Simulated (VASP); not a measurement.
## GaN in VASP 6.6.1, single-point calculation

INCAR

```
LASPH = .TRUE.
TIME = 0.5
IBRION = -1
LCHARG = .FALSE.
GGA = PE
ISMEAR = -1
ENCUT = 520
NELM = 120
SIGMA = 0.02
NSW = 0
NBANDS = 16
EDIFF = 1E-7
LWAVE = .FALSE.
PREC = Normal
LREAL = .FALSE.
ALGO = Damped
ISIF = 2
```

KPOINTS

```
KPOINTS created by Atomic Simulation Environment
0
Gamma
10 10 10
0 0 0
```

POSCAR

```
Ga N
 1.0000000000000000
     0.0000000000000000    2.1296003866000000    2.0885085120000002
     2.1296003866000000    0.0000000000000000    2.0885085120000002
     2.1296003866000000    2.1296003866000000    0.0000000000000000
 Ga  N
   1   1
Cartesian
  0.0000000000000000  0.0000000000000000  0.0000000000000000
  2.1296003865999995  2.1296003865999995  2.0885085120000002
```

The recommended PBE PAW datasets give the neutral cell 18 valence electrons.

Command

```
mpirun -np 1 vasp_std
```

OSZICAR

```
N       E                     dE             d eps       ncg     rms           ort
DAV:   1     0.126759466463E+03    0.12676E+03   -0.92016E+03  1632   0.239E+03
DAV:   2     0.127484371377E+02   -0.11401E+03   -0.10601E+03  1632   0.381E+02
DAV:   3    -0.998185075993E+01   -0.22730E+02   -0.22078E+02  1632   0.136E+02
DAV:   4    -0.127101570261E+02   -0.27283E+01   -0.27048E+01  1632   0.508E+01
DAV:   5    -0.129996148276E+02   -0.28946E+00   -0.28886E+00  1632   0.160E+01
SDA:   6    -0.799076603250E+01    0.50088E+01   -0.61161E+01  1632   0.122E+02   0.000E+00
DMP:   7    -0.108128556599E+02   -0.28221E+01   -0.44509E+00  1632   0.118E+01  -0.857E+00
DMP:   8    -0.108857257260E+02   -0.72870E-01   -0.51267E+00  1632   0.123E+01  -0.614E+00
DMP:   9    -0.111435017787E+02   -0.25778E+00   -0.85573E-01  1632   0.169E+00   0.513E-02
DMP:  10    -0.111657617424E+02   -0.22260E-01   -0.43828E-01  1632   0.115E+00  -0.827E-01
DMP:  11    -0.111848016841E+02   -0.19040E-01   -0.10831E-01  1632   0.255E-01  -0.115E-01
DMP:  12    -0.111889053050E+02   -0.41036E-02   -0.53814E-02  1632   0.125E-01  -0.526E-02
DMP:  13    -0.111911231727E+02   -0.22179E-02   -0.13072E-02  1632   0.324E-02  -0.187E-02
DMP:  14    -0.111916009445E+02   -0.47777E-03   -0.80406E-03  1632   0.184E-02  -0.695E-03
DMP:  15    -0.111918861185E+02   -0.28517E-03   -0.19812E-03  1632   0.553E-03  -0.470E-03
DMP:  16    -0.111919237628E+02   -0.37644E-04   -0.12372E-03  1632   0.330E-03  -0.246E-03
DMP:  17    -0.111919729770E+02   -0.49214E-04   -0.28256E-04  1632   0.728E-04  -0.490E-04
DMP:  18    -0.111919810988E+02   -0.81219E-05   -0.95392E-05  1632   0.270E-04  -0.237E-04
DMP:  19    -0.111919857082E+02   -0.46093E-05   -0.30196E-05  1632   0.653E-05  -0.147E-05
DMP:  20    -0.111919867292E+02   -0.10210E-05   -0.94081E-06  1632   0.272E-05  -0.251E-05
DMP:  21    -0.111919871528E+02   -0.42361E-06   -0.37889E-06  1632   0.806E-06  -0.145E-06
DMP:  22    -0.111919872414E+02   -0.88592E-07   -0.75351E-07  1632   0.224E-06  -0.219E-06
   1 F= -.11191987E+02 E0= -.11191987E+02  d E =-.421712E-07
```

From OUTCAR

```
k-points           NKPTS =    102   k-points in BZ     NKDIM =    102   number of bands    NBANDS=     16

   NELECT =      18.0000    total number of electrons

   dimension x,y,z NGX =    18 NGY =   18 NGZ =   18
   dimension x,y,z NGXF=    36 NGYF=   36 NGZF=   36

  energy-cutoff  :      520.00
  volume of cell :       18.94
      direct lattice vectors                 reciprocal lattice vectors
     0.000000000  2.129600387  2.088508512    -0.234785833  0.234785833  0.239405297
     2.129600387  0.000000000  2.088508512     0.234785833 -0.234785833  0.239405297
     2.129600387  2.129600387  0.000000000     0.234785833  0.234785833 -0.239405297

 k-points in reciprocal lattice and weights: KPOINTS created by Atomic Simulation Env
   0.00000000  0.00000000  0.00000000       0.001
   0.10000000  0.00000000  0.00000000       0.008
   0.20000000  0.00000000  0.00000000       0.008
   0.30000000  0.00000000  0.00000000       0.008
   0.40000000  0.00000000  0.00000000       0.008
   0.50000000  0.00000000  0.00000000       0.004
   0.10000000  0.10000000  0.00000000       0.002
   0.20000000  0.10000000  0.00000000       0.008
   ...

 E-fermi :   8.0982

 k-point     1 :       0.0000    0.0000    0.0000
  band No.  band energies     occupation
      1      -9.4167      2.00000
      2      -6.1399      2.00000
      3      -6.1399      2.00000
      4      -6.1309      2.00000
      5      -6.0574      2.00000
      6      -6.0287      2.00000
      7       7.2235      2.00000
      8       7.4055      2.00000
      9       7.4056      2.00000
     10      10.0528      0.00000
     11      22.5102      0.00000
     12      22.5688      0.00000
     13      22.6874      0.00000
     14      23.3582      0.00000
     15      23.6631      0.00000
     16      24.1943      0.00000

 k-point     2 :       0.1000    0.0000    0.0000
  band No.  band energies     occupation
      1      -9.2227      2.00000
      2      -6.1450      2.00000
      3      -6.1313      2.00000
      4      -6.1234      2.00000
      5      -6.0672      2.00000
      6      -6.0434      2.00000
      7       6.1506      2.00000
      8       7.3229      2.00000
      9       7.4173      2.00000
     10      11.0215      0.00000
     11      20.1159      0.00000
     12      21.5396      0.00000
     13      21.9242      0.00000
     14      23.4827      0.00000
     15      23.6897      0.00000
     16      24.0208      0.00000

 k-point     3 :       0.2000    0.0000    0.0000
  band No.  band energies     occupation
      1      -8.6609      2.00000
      2      -6.1647      2.00000
      3      -6.1593      2.00000
      4      -6.1418      2.00000
      5      -6.0416      2.00000
      6      -6.0370      2.00000
      7       4.1252      2.00000
      8       7.4102      2.00000
      9       7.4572      2.00000
     10      12.2960      0.00000
     11      18.0490      0.00000
     12      19.7444      0.00000
     13      20.2247      0.00000
     14      23.3202      0.00000
     15      24.8367      0.00000
     16      24.9061      0.00000

 ...

  Total        0.6381852      0.6381852      1.0904842      0.0000000      0.0000000      0.0000000
  in kB       53.9752704     53.9752704     92.2289959      0.0000000      0.0000000      0.0000000
  external PRESSURE =      66.7265122 kB  Pullay stress =       0.0000000 kB

 POSITION                                       TOTAL-FORCE (eV/Angst)
 -----------------------------------------------------------------------------------
      0.00000      0.00000      0.00000         0.000000     -0.000000      0.000000
      2.12960      2.12960      2.08851        -0.000000      0.000000     -0.000000
 -----------------------------------------------------------------------------------
    total drift:                               -0.000000      0.000000      0.000000

  FREE ENERGIE OF THE ION-ELECTRON SYSTEM (eV)
  ---------------------------------------------------
  free  energy   TOTEN  =       -11.1919872414 eV

  energy  without entropy=      -11.1919871992  energy(sigma->0) =      -11.19198722
```

It converged. Results: gap between bands v and c on the k mesh 0.46 eV; least direct gap on the k mesh 2.65 eV; pressure 6.7 GPa. Band v is the last that the valence electrons fill when counted band by band, and c is the next.

For comparison, a separate PBE run of the intended cell, on usual settings and not on those above, gives a gap of 0.46 eV on its mesh and a pressure of 6.7 GPa.

The run above took about 19 s on one core of a shared host (Intel Xeon Platinum 8488C) and held 0.17 GiB at most.
